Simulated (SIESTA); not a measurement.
BeS in SIESTA: the effect of functional

BeS:

```
S Be
1.0
     0.00000    2.42500    2.42500
     2.42500    0.00000    2.42500
     2.42500    2.42500    0.00000
S Be
1 1
Cartesian
  3.6375 3.6375 3.6375
  0.0000 0.0000 0.0000
```

Alike in all runs:

| Quantity | Value |
| --- | --- |
| Program | SIESTA 5.4.2 |
| Task | band structure |
| Basis | DZP (energy shift 0.003 Ry; two zetas on semicore shells) |
| Grid cutoff | 800 Ry |
| Energy shift | 0.003 Ry |
| k mesh | 9 × 9 × 9 |
| Occupations | fermi-dirac, width 0.05 eV |
| Spin | no spin polarisation |

| functional | potentials or basis | gap on the mesh (eV) | pressure (GPa) |
| --- | --- | --- | --- |
| LDA | PseudoDojo 0.4 standard (LDA files) | 3.02 | -3.8 |
| PBEsol | PseudoDojo 0.4 standard (PBEsol files) | 3.02 | -1.0 |
| AM05 | PseudoDojo 0.4 standard (PBEsol files) | 3.05 | -0.6 |
| WC | PseudoDojo 0.4 standard (PBEsol files) | 3.04 | -0.5 |
| PBE | PseudoDojo 0.4 standard (PBE files) | 3.16 | 1.9 |
| PW91 | PseudoDojo 0.4 standard (PBE files) | 3.17 | 2.3 |
| revPBE | PseudoDojo 0.4 standard (PBE files) | 3.22 | 3.8 |
| RPBE | PseudoDojo 0.4 standard (PBE files) | 3.24 | 4.1 |
| BLYP | PseudoDojo 0.4 standard (PBE files) | ? | ? |

Q: What does the run with functional BLYP give?

A: gap on the mesh 3.40 eV; pressure 5.2 GPa.

Caveats: short orbitals over semicore shells can move pressures by several GPa; the mesh misses the band edges, which the band path finds closer together; the basis of atomic orbitals isn't converged, which shifts pressures, moduli and gaps; the potentials were made for another functional, which shifts forces and pressure (some runs).
